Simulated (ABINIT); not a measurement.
Mo:

```xyz
1
Lattice="-1.5838 1.5838 1.5838 1.5838 -1.5838 1.5838 1.5838 1.5838 -1.5838" Properties=species:S:1:pos:R:3 pbc="T T T"
Mo    0.0000    0.0000    0.0000
```

Base run:

```yaml
Program: ABINIT 10.8.3 (patched build)
Functional: PBE
Potentials_or_basis: JTH PAW PBE v2.0
Cutoff: 408 eV
k_mesh: 12 × 12 × 12
Occupations: fermi-dirac, width 0.05 eV
Spin: no spin polarisation
```

Its results: band gap on the k mesh none (metal or under the smearing width); pressure -1.7 GPa.

Task: After a change of settings the same cell gave: band gap on the k mesh none (metal or under the smearing width); pressure -9.4 GPa. Which change was it?
A. k mesh from 12 × 12 × 12 to 7 × 7 × 7
B. functional from PBE to PBEsol; potentials or basis from JTH PAW PBE v2.0 to PseudoDojo NC SR PBEsol v0.4.1 standard; cutoff from 408 eV to 1088 eV
C. k mesh from 12 × 12 × 12 to 5 × 5 × 5
D. functional from PBE to RPBE; spin from no spin polarisation to spin-orbit coupling, no magnetisation

Result: B.
